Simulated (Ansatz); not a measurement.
# NiO (Fm-3m) in Ansatz: relaxation of the atoms with BLYP

Aim: the relaxation of the atoms of NiO with BLYP.

All numbers are computed with Ansatz 0.2.0; they aren't measurements. Logs are shortened: lines on timing, memory, paths and dates and some standing lists are left out, and cuts for length are marked.

## Step 1: The undisturbed crystal

The structure is cubic, space group Fm-3m (No. 225). Conventional cell: a = 4.172 Å, b = 4.172 Å, c = 4.172 Å, α = 90.00°, β = 90.00°, γ = 90.00°. Ni (site symmetry m-3m) has 6 O at 2.09 Å as nearest neighbours. Around O (site symmetry m-3m) lie 6 Ni at 2.09 Å.

## Step 2: Relaxation of the atoms, BLYP, collinear spin, ferromagnetic start (atoms moved at random, drawn with an rms of 0.15 Å)

Input file run.py:

```python
import json

import ase.io
import numpy as np

import ansatz as az

atoms = ase.io.read("NiO.xyz")
atoms.set_initial_magnetic_moments([1.0, 0.0])

calculation = (
    az.Crystal.from_ase(atoms)
    .calculation()
    .kpoints(8, 8, 8)
    .functional("blyp")
    .pseudopotentials(kind="paw")
    .spin("collinear")
    .occupations(method="cold", width=0.05)
    .relax(force_tolerance=0.01, max_steps=40)
    .density()
    .potential()
    .output_files(volumetric_format="npy")
    .electron_localization_function()
    .forces()
    .stress()
)
outcome = calculation.run(threads=2, events_out="events.jsonl")

report = outcome.report
for line in open("events.jsonl"):
    event = json.loads(line)
    if event["event"] == "scf_iter":
        d = event["data"]
        print(f"SCF {d['iter']:3d}  HF = {d['harris_foulkes_ev']:.6f} eV  dr2 = {d['dr2_ev']:.2e} eV")
    elif event["event"] in ("relax_step", "md_step"):
        d = event["data"]
        print(f"{event['event']} {d['step']:3d}  E = {d['lagrangian_ev']:.6f} eV")
np.set_printoptions(precision=5, suppress=True, linewidth=110)
print("converged:", report["converged"], "after", report["n_iterations"], "iterations")
print(f"free energy {report['free_energy_ev']:.6f} eV, Fermi level {report['fermi_energy_ev']:.4f} eV")
for key in ("band_edges_ev", "magnetization_mub", "site_moments_mub", "site_moments_nc_mub", "forces_ev_ang",
                "stress_gpa", "kpoints_frac", "eigenvalues_ev"):
    if report.get(key) is not None:
        print(key, np.array(report[key]), sep="\n")
```

Input file NiO.xyz:

```xyz
2
Lattice="0.0000000000 2.0859016414 2.0859016414 2.0859016414 0.0000000000 2.0859016414 2.0859016414 2.0859016414 0.0000000000" Properties=species:S:1:pos:R:3 pbc="T T T"
Ni     0.0357836427      0.0013370630      0.0030120420
O      2.1435246742      2.1729484028      2.0446675378
```

Potentials or basis: Ansatz PAW.

Command:

```console
python run.py
```

The program printed:

```text
DeckWarning: basis.ecutwfc = 420 eV, auto-derived from the records' recommended cutoffs: set by Ni (normal level)
DeckWarning: output.stress: scf.convergence.dr2_threshold = 1e-7 eV (the SCF's general default) is looser than the 2e-10 eV advised for a printed stress (1e-10 eV for each atom of the cell: 2). What an SCF threshold leaves in a stress goes as its square root, and in the free energy as the threshold itself, and one threshold admits the most on a small cell: of the crystals measured, under no hybrid functional and no lock of the mo [...]
PlacementWarning: RAYON_NUM_THREADS=2 ignored (pool sized by the plan → 2); use plan(threads=…)
SCF   1  HF = -6415.015998 eV  dr2 = 7.25e+00 eV
SCF   2  HF = -6415.646514 eV  dr2 = 9.61e-01 eV
SCF   3  HF = -6416.068305 eV  dr2 = 2.11e-01 eV
SCF   4  HF = -6416.242413 eV  dr2 = 1.46e-02 eV
SCF   5  HF = -6416.253226 eV  dr2 = 1.35e-03 eV
SCF   6  HF = -6416.330246 eV  dr2 = 1.62e-01 eV
SCF   7  HF = -6416.295757 eV  dr2 = 2.97e-02 eV
SCF   8  HF = -6416.294133 eV  dr2 = 2.33e-03 eV
SCF   9  HF = -6416.296423 eV  dr2 = 1.50e-03 eV
SCF  10  HF = -6416.293434 eV  dr2 = 3.02e-04 eV
SCF  11  HF = -6416.293395 eV  dr2 = 2.83e-06 eV
SCF  12  HF = -6416.293397 eV  dr2 = 6.16e-07 eV
SCF  13  HF = -6416.293098 eV  dr2 = 2.16e-06 eV
SCF  14  HF = -6416.293098 eV  dr2 = 7.56e-07 eV
relax_step   1  E = -6416.293097 eV
SCF   1  HF = -6416.294763 eV  dr2 = 2.06e-04 eV
SCF   2  HF = -6416.294988 eV  dr2 = 7.52e-05 eV
SCF   3  HF = -6416.295275 eV  dr2 = 2.02e-04 eV
SCF   4  HF = -6416.295242 eV  dr2 = 2.53e-06 eV
SCF   5  HF = -6416.295243 eV  dr2 = 2.99e-07 eV
relax_step   2  E = -6416.295243 eV
SCF   1  HF = -6416.244498 eV  dr2 = 2.73e-02 eV
SCF   2  HF = -6416.273273 eV  dr2 = 1.00e-02 eV
SCF   3  HF = -6416.307625 eV  dr2 = 8.73e-03 eV
SCF   4  HF = -6416.306176 eV  dr2 = 9.08e-04 eV
SCF   5  HF = -6416.306178 eV  dr2 = 6.83e-05 eV
SCF   6  HF = -6416.306175 eV  dr2 = 6.23e-06 eV
SCF   7  HF = -6416.306174 eV  dr2 = 1.12e-07 eV
relax_step   3  E = -6416.306174 eV
SCF   1  HF = -6416.306174 eV  dr2 = 1.12e-07 eV
SCF   2  HF = -6416.306174 eV  dr2 = 3.08e-08 eV
SCF   3  HF = -6416.306174 eV  dr2 = 2.79e-08 eV
SCF   4  HF = -6416.306174 eV  dr2 = 1.04e-10 eV
relax_step   4  E = -6416.306174 eV
converged: True after 4 iterations
free energy -6416.306174 eV, Fermi level 14.9090 eV
magnetization_mub
1.8340267414538562
site_moments_mub
[1.46261 0.315  ]
forces_ev_ang
[[-0.00219  0.00559  0.00129]
 [ 0.00219 -0.00558 -0.0013 ]]
stress_gpa
[[15.28426 -0.00005 -0.00001]
 [-0.00005 15.28565  0.00004]
 [-0.00002  0.00002 15.28411]]
kpoints_frac
[[ 0.     0.     0.   ]
 [ 0.     0.     0.125]
 [ 0.     0.     0.25 ]
 [ 0.     0.     0.375]
 [ 0.     0.    -0.5  ]
 [ 0.     0.125  0.   ]
 [ 0.     0.125  0.125]
 [ 0.     0.125  0.25 ]
 [ 0.     0.125  0.375]
 [ 0.     0.125 -0.5  ]
 [ 0.     0.125 -0.375]
 [ 0.     0.125 -0.25 ]
 [ 0.     0.125 -0.125]
 [ 0.     0.25   0.   ]
 [ 0.     0.25   0.125]
 [ 0.     0.25   0.25 ]
 [ 0.     0.25   0.375]
 [ 0.     0.25  -0.5  ]
 [ 0.     0.25  -0.375]
 [ 0.     0.25  -0.25 ]
 [ 0.     0.25  -0.125]
 [ 0.     0.375  0.   ]
 [ 0.     0.375  0.125]
 [ 0.     0.375  0.25 ]
 [ 0.     0.375  0.375]
 [ 0.     0.375 -0.5  ]
 [ 0.     0.375 -0.375]
 [ 0.     0.375 -0.25 ]
 [ 0.     0.375 -0.125]
 [ 0.    -0.5    0.   ]
 [ 0.    -0.5    0.125]
 [ 0.    -0.5    0.25 ]
 [ 0.    -0.5    0.375]
 [ 0.    -0.5   -0.5  ]
 [ 0.125  0.     0.   ]
 [ 0.125  0.     0.125]
 [ 0.125  0.     0.25 ]
 [ 0.125  0.     0.375]
 [ 0.125  0.    -0.5  ]
 [ 0.125  0.    -0.375]
 [ 0.125  0.    -0.25 ]
 [ 0.125  0.    -0.125]
 [ 0.125  0.125  0.   ]
 [ 0.125  0.125  0.125]
 [ 0.125  0.125  0.25 ]
 [ 0.125  0.125  0.375]
 [ 0.125  0.125 -0.5  ]
 [ 0.125  0.125 -0.375]
 [ 0.125  0.125 -0.25 ]
 [ 0.125  0.125 -0.125]
 [ 0.125  0.25   0.   ]
 [ 0.125  0.25   0.125]
 [ 0.125  0.25   0.25 ]
 [ 0.125  0.25   0.375]
 [ 0.125  0.25  -0.5  ]
 [ 0.125  0.25  -0.375]
 [ 0.125  0.25  -0.25 ]
 [ 0.125  0.25  -0.125]
 [ 0.125  0.375  0.   ]
 [ 0.125  0.375  0.125]
 [ 0.125  0.375  0.25 ]
 [ 0.125  0.375  0.375]
 [ 0.125  0.375 -0.5  ]
 [ 0.125  0.375 -0.375]
 [ 0.125  0.375 -0.25 ]
 [ 0.125  0.375 -0.125]
 [ 0.125 -0.5    0.   ]
 [ 0.125 -0.5    0.125]
 [ 0.125 -0.5    0.25 ]
 [ 0.125 -0.5    0.375]
 [ 0.125 -0.5   -0.5  ]
 [ 0.125 -0.5   -0.375]
 [ 0.125 -0.5   -0.25 ]
 [ 0.125 -0.5   -0.125]
 [ 0.125 -0.375  0.   ]
 [ 0.125 -0.375  0.125]
 [ 0.125 -0.375  0.25 ]
 [ 0.125 -0.375  0.375]
 [ 0.125 -0.375 -0.5  ]
 [ 0.125 -0.375 -0.375]
 [ 0.125 -0.375 -0.25 ]
 [ 0.125 -0.375 -0.125]
 [ 0.125 -0.25   0.   ]
 [ 0.125 -0.25   0.125]
 [ 0.125 -0.25   0.25 ]
 [ 0.125 -0.25   0.375]
 [ 0.125 -0.25  -0.5  ]
 [ 0.125 -0.25  -0.375]
 [ 0.125 -0.25  -0.25 ]
 [ 0.125 -0.25  -0.125]
 [ 0.125 -0.125  0.   ]
 [ 0.125 -0.125  0.125]
 [ 0.125 -0.125  0.25 ]
 [ 0.125 -0.125  0.375]
 [ 0.125 -0.125 -0.5  ]
 [ 0.125 -0.125 -0.375]
 [ 0.125 -0.125 -0.25 ]
 [ 0.125 -0.125 -0.125]
 [ 0.25   0.     0.   ]
 [ 0.25   0.     0.125]
 [ 0.25   0.     0.25 ]
 [ 0.25   0.     0.375]
 [ 0.25   0.    -0.5  ]
 [ 0.25   0.    -0.375]
 [ 0.25   0.    -0.25 ]
 [ 0.25   0.    -0.125]
 [ 0.25   0.125  0.   ]
 [ 0.25   0.125  0.125]
 [ 0.25   0.125  0.25 ]
 [ 0.25   0.125  0.375]
 [ 0.25   0.125 -0.5  ]
 [ 0.25   0.125 -0.375]
 [ 0.25   0.125 -0.25 ]
 [ 0.25   0.125 -0.125]
 [ 0.25   0.25   0.   ]
 [ 0.25   0.25   0.125]
 [ 0.25   0.25   0.25 ]
 [ 0.25   0.25   0.375]
 [ 0.25   0.25  -0.5  ]
 [ 0.25   0.25  -0.375]
 [ 0.25   0.25  -0.25 ]
 [ 0.25   0.25  -0.125]
 [ 0.25   0.375  0.   ]
[... 51 lines left out ...]
 [ 0.375  0.125 -0.5  ]
 [ 0.375  0.125 -0.375]
 [ 0.375  0.125 -0.25 ]
 [ 0.375  0.125 -0.125]
 [ 0.375  0.25   0.   ]
 [ 0.375  0.25   0.125]
 [ 0.375  0.25   0.25 ]
 [ 0.375  0.25   0.375]
 [ 0.375  0.25  -0.5  ]
 [ 0.375  0.25  -0.375]
 [ 0.375  0.25  -0.25 ]
 [ 0.375  0.25  -0.125]
 [ 0.375  0.375  0.   ]
 [ 0.375  0.375  0.125]
 [ 0.375  0.375  0.25 ]
 [ 0.375  0.375  0.375]
 [ 0.375  0.375 -0.5  ]
 [ 0.375  0.375 -0.375]
 [ 0.375  0.375 -0.25 ]
 [ 0.375  0.375 -0.125]
 [ 0.375 -0.5    0.   ]
 [ 0.375 -0.5    0.125]
 [ 0.375 -0.5    0.25 ]
 [ 0.375 -0.5    0.375]
 [ 0.375 -0.5   -0.5  ]
 [ 0.375 -0.5   -0.375]
 [ 0.375 -0.5   -0.25 ]
 [ 0.375 -0.5   -0.125]
 [ 0.375 -0.375  0.   ]
 [ 0.375 -0.375  0.125]
 [ 0.375 -0.375  0.25 ]
 [ 0.375 -0.375  0.375]
 [ 0.375 -0.375 -0.5  ]
 [ 0.375 -0.375 -0.375]
 [ 0.375 -0.375 -0.25 ]
 [ 0.375 -0.375 -0.125]
 [ 0.375 -0.25   0.   ]
 [ 0.375 -0.25   0.125]
 [ 0.375 -0.25   0.25 ]
 [ 0.375 -0.25   0.375]
 [ 0.375 -0.25  -0.5  ]
 [ 0.375 -0.25  -0.375]
 [ 0.375 -0.25  -0.25 ]
 [ 0.375 -0.25  -0.125]
 [ 0.375 -0.125  0.   ]
 [ 0.375 -0.125  0.125]
 [ 0.375 -0.125  0.25 ]
 [ 0.375 -0.125  0.375]
 [ 0.375 -0.125 -0.5  ]
 [ 0.375 -0.125 -0.375]
 [ 0.375 -0.125 -0.25 ]
 [ 0.375 -0.125 -0.125]
 [-0.5    0.     0.   ]
 [-0.5    0.     0.125]
 [-0.5    0.     0.25 ]
 [-0.5    0.     0.375]
 [-0.5    0.    -0.5  ]
 [-0.5    0.125  0.   ]
 [-0.5    0.125  0.125]
 [-0.5    0.125  0.25 ]
 [-0.5    0.125  0.375]
 [-0.5    0.125 -0.5  ]
 [-0.5    0.125 -0.375]
 [-0.5    0.125 -0.25 ]
 [-0.5    0.125 -0.125]
 [-0.5    0.25   0.   ]
 [-0.5    0.25   0.125]
 [-0.5    0.25   0.25 ]
 [-0.5    0.25   0.375]
 [-0.5    0.25  -0.5  ]
 [-0.5    0.25  -0.375]
 [-0.5    0.25  -0.25 ]
 [-0.5    0.25  -0.125]
 [-0.5    0.375  0.   ]
 [-0.5    0.375  0.125]
 [-0.5    0.375  0.25 ]
 [-0.5    0.375  0.375]
 [-0.5    0.375 -0.5  ]
 [-0.5    0.375 -0.375]
 [-0.5    0.375 -0.25 ]
 [-0.5    0.375 -0.125]
 [-0.5   -0.5    0.   ]
 [-0.5   -0.5    0.125]
 [-0.5   -0.5    0.25 ]
 [-0.5   -0.5    0.375]
 [-0.5   -0.5   -0.5  ]]
eigenvalues_ev
[[-89.44941 -49.91719 -49.91715 ...  33.31263  33.98125  33.98137]
 [-89.449   -49.92166 -49.91778 ...  30.30513  33.26016  33.26017]
 [-89.44803 -49.93249 -49.91926 ...  27.27755  31.26777  31.2678 ]
 ...
 [-87.56131 -48.11819 -48.1037  ...  25.12353  27.06831  30.74581]
 [-87.56167 -48.12213 -48.09782 ...  25.16342  28.21237  29.71459]
 [-87.56181 -48.12418 -48.09481 ...  25.39131  29.24685  29.2469 ]]
```

rho_z.tsv:

```text
# z_ang	rho[e/angstrom^3]	rho_spin[e/angstrom^3]
# format = ansatz-planar-average/11
# lattice	0.000000000	2.085901641	2.085901641
# lattice	2.085901641	0.000000000	2.085901641
# lattice	2.085901641	2.085901641	0.000000000
# sites	2
# site	28	0.047154554	0.043044060	-0.019378383
# site	8	2.132153763	2.131241406	2.067057963
0.000000	3.192699e0	2.616687e-1
0.147496	3.211638e0	2.621818e-1
0.294991	2.577878e0	2.360294e-1
0.442487	1.739775e0	1.712211e-1
0.589982	1.092584e0	9.763302e-2
0.737478	7.362221e-1	4.994281e-2
[... 12 lines left out ...]
2.654919	1.700727e0	1.672923e-1
2.802415	2.536073e0	2.336245e-1
```

v_z.tsv:

```text
# z_ang	v_es[eV]	v_tot_up[eV]	v_tot_dn[eV]
# format = ansatz-planar-average/11
# xc	blyp
# density_cutoff_ev	1680
# datasets	Ni=:simpson_from_first_knot:soft:shift=-697293	O=:simpson_from_first_knot:soft:shift=-70409
# lattice	0.000000000	2.085901641	2.085901641
# lattice	2.085901641	0.000000000	2.085901641
# lattice	2.085901641	2.085901641	0.000000000
# sites	2
# site	28	0.047154554	0.043044060	-0.019378383
# site	8	2.132153763	2.131241406	2.067057963
0.000000	1.234874e-1	-1.173235e1	-1.167421e1
0.147496	1.019833e-1	-1.175598e1	-1.170054e1
0.294991	9.319892e-1	-1.082959e1	-1.067846e1
0.442487	2.562654e0	-9.058439e0	-8.782607e0
0.589982	4.856036e0	-6.643752e0	-6.303529e0
0.737478	7.039709e0	-4.394446e0	-4.092827e0
[... 12 lines left out ...]
2.654919	2.664584e0	-8.952691e0	-8.671999e0
2.802415	9.957450e-1	-1.076106e1	-1.060388e1
```

Run time: 51 s. Hardware: 2 threads of Arm Neoverse V1, shared host; peak memory 0.64 GiB.

Results:

| Quantity | Value |
| --- | --- |
| Free energy | -6416.3062 eV |
| Energy gained by relaxing | 6.5 meV/atom |
| Ionic steps | 4 |
| Pressure after relaxing | 15.3 GPa |
| Largest force after relaxing | 0.006 eV/Å |
| Band gap on the k mesh | none (metal or under the smearing width) |
| Net moment | 1.83 μB per cell |
| Absolute moment | 1.84 μB per cell |
| Site moments | Ni +1.46; O +0.32 μB |

Forces on the atoms (eV/Å):
```
Ni  -0.002  0.006  0.001
O    0.002 -0.006 -0.001
```

Step by step:
```tsv
step	energy change (eV)	largest force (eV/Å)
1	0.0000	0.2883
2	-0.0021	0.2601
3	-0.0131	0.0060
4	-0.0131	0.0061
```

Final structure:
```
Ni O
1.0
     0.00000    2.08590    2.08590
     2.08590    0.00000    2.08590
     2.08590    2.08590    0.00000
Ni O
1 1
Cartesian
  0.0472 0.0430 -0.0194
  2.1322 2.1312 2.0671
```

Caveat: the potentials were made for another functional, which shifts forces and pressure; the pressure holds a Pulay correction of +0.9 GPa for the finite cutoff; a cell with one magnetic atom can't hold antiferromagnetic order, which such compounds often take; semilocal functionals often make such compounds metallic where correlation or magnetic order opens a gap, which also shifts bond lengths; the thresholds are loose for stress.
